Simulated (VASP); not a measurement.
Write the native input for VASP 6.6.1 that does the following.

| Property | Result |
| --- | --- |
| Task | relaxation of cell and atoms |
| Functional | RPBE |
| Potentials or basis | VASP PAW PBE potentials, release 64 (Ba_sv, S) |
| Cutoff | 600 eV |
| k mesh | 8 × 8 × 8 |
| Occupations | gaussian, width 0.02 eV |
| Spin | no spin polarisation |
| Further INCAR settings | ALGO = Normal; EDIFF = 1e-07; IBRION = 2; EDIFFG = -0.005; NSW = 90; ISIF = 3 |

The structure of BaS lies in POSCAR:

```
BaS
1.0
    0.0000000000      3.2256756200      3.2256756200
    3.2256756200      0.0000000000      3.2256756200
    3.2256756200      3.2256756200      0.0000000000
Ba S
1 1
Direct
    0.0000000000      0.0000000000      0.0000000000
    0.5000000000      0.5000000000      0.5000000000
```

The cell is a database's computed one.

These files were run (other wordings do the same):

INCAR

```
PREC = Accurate
ENCUT = 600
EDIFF = 1E-7
ISMEAR = 0
SIGMA = 0.02
LREAL = False
LASPH = True
NELM = 80
ALGO = Normal
ISIF = 3
LWAVE = False
LCHARG = False
GGA = RP
IBRION = 2
NSW = 90
EDIFFG = -0.005
```

KPOINTS

```
regular mesh
0
Gamma
  8 8 8
```

Potentials or basis: VASP PAW PBE potentials, release 64 (Ba_sv, S).

Command:

```sh
$ cat potpaw_PBE.64/Ba_sv/POTCAR potpaw_PBE.64/S/POTCAR > POTCAR
$ mpirun -np 1 vasp_std > vasp.out
```

It gave:

```
Relaxed volume                         : 34.95 Å³/atom
Relaxed cell                           : a = 4.624 Å, b = 4.624 Å, c = 4.624 Å, α = 60.00°, β = 60.00°, γ = 60.00°
Space group after relaxing (to 0.05 Å) : Fm-3m (No. 225)
Energy gained by relaxing              : 6.8 meV/atom
Ionic steps                            : 3
Pressure after relaxing                : 0.0 GPa
Band gap on the k mesh                 : 2.36 eV, indirect (least direct gap 2.52 eV)
```

Caveat: the PAW data sets were made with another functional, which shifts forces and pressure a little; spin-orbit coupling is left out, which moves the levels of the heavy elements.

Wall time 40 s on 1 thread of AMD EPYC 9R45 96-Core Processor (Zen 5), with other jobs on the host, peak memory 0.2 GiB.
